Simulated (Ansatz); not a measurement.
## ZrO2 in Ansatz: the effect of Hubbard term

The system is ZrO2.

```
Zr O
1.0
     3.59610    0.00000    0.00000
     0.00000    3.59610    0.00000
     0.00000    0.00000    5.17700
Zr O
2 4
Direct
  0.50000 0.50000 0.50000
  0.00000 0.00000 0.00000
  0.50000 0.00000 0.79700
  0.50000 0.00000 0.29700
  0.00000 0.50000 0.70300
  0.00000 0.50000 0.20300
```

Alike in all runs:

```yaml
Program: Ansatz 0.2.0
Task: band structure
Functional: r2SCAN
Potentials_or_basis: Ansatz PAW
Cutoff: "500 eV (not typed: the program's choice for these potentials)"
k_mesh: 7 × 7 × 5
Occupations: fermi-dirac, width 0.05 eV
Spin: no spin polarisation
Path: "[[\"G\", \"X\", \"M\", \"G\", \"Z\", \"R\", \"A\", \"Z\"], [\"X\", \"R\"], [\"M\", \"A\"]]"
Points_for_each_segment_of_the_path: 14
Hubbard_projectors: ortho-atomic (the default)
Double_counting: fll (the default)
```

Task: One run gave: gap on the mesh 5.77 eV; pressure 8.3 GPa. Which Hubbard term did it use?
A. Zr d U = 8 eV
B. none
C. Zr d U = 3 eV
D. Zr d U = 5 eV
E. Zr d U = 6 eV

Result: D.

```csv
Hubbard term,gap on the mesh (eV),pressure (GPa)
none,4.56,1.5
Zr d U = 1 eV,4.78,2.7
Zr d U = 2 eV,5.01,4.0
Zr d U = 3 eV,5.25,5.4
Zr d U = 4 eV,5.50,6.8
Zr d U = 5 eV,5.77,8.3
Zr d U = 6 eV,6.04,9.9
Zr d U = 8 eV,6.62,13.3
```

Caveats: the PAW data sets come from PBE, with cores solved anew for the run's functional, which leaves a small shift of forces and pressure.

A gap of «none» marks a metal or a gap under the smearing width.
